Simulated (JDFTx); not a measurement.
**Si under changes of volume**

One of the cells (20.165 Å³/atom); the others are scaled copies at fixed shape and fractional positions:

```
Si
1.0
     0.00000    2.72185    2.72185
     2.72185    0.00000    2.72185
     2.72185    2.72185    0.00000
Si
2
Direct
  0.50000 0.50000 0.50000
  0.75000 0.75000 0.75000
```

```yaml
Program: JDFTx 1.7.0 (patched build)
Functional: LDA
Potentials_or_basis: PseudoDojo-SR-LDA-0.4.1-standard with smoothed tails
Cutoff: 435 eV
Density_cutoff: 3483 eV
k_mesh: 8 × 8 × 8
Occupations: fermi-dirac, width 0.05 eV
Spin: no spin polarisation
```

```tsv
volume (Å³/atom)	energy over the lowest point (meV/atom)	pressure (GPa)	gap on the mesh (eV)
18.955	6.95	3.5	0.44
19.358	0.80	1.3	0.48
19.761	0.00	-0.7	0.51
20.165	?	?	?
20.568	12.32	-4.1	0.57
20.971	24.51	-5.6	0.59
21.375	40.14	-6.9	0.62
```

**Question.** What does the run at 20.165 Å³/atom give?

**Answer.** Energy over the lowest point 4.01 meV/atom; pressure -2.5 GPa; gap on the mesh 0.54 eV.

Worked out: A Birch-Murnaghan fit of order 3 (a polynomial in V^(-2/3)) to the other rows has its minimum at 19.62 Å³/atom with B0 = V·E''(V) = 96 GPa and B' = 4.4. It gives 4.02 meV/atom at 20.165 Å³/atom, against the run's 4.01, and -dE/dV = -2.5 GPa, against -2.5. A straight line through the other rows of the gap, of slope 1.46 eV per unit of ln V, gives 0.54 eV, against the run's 0.54.

Energies are extrapolated to zero smearing.

A mesh can miss the band edges.
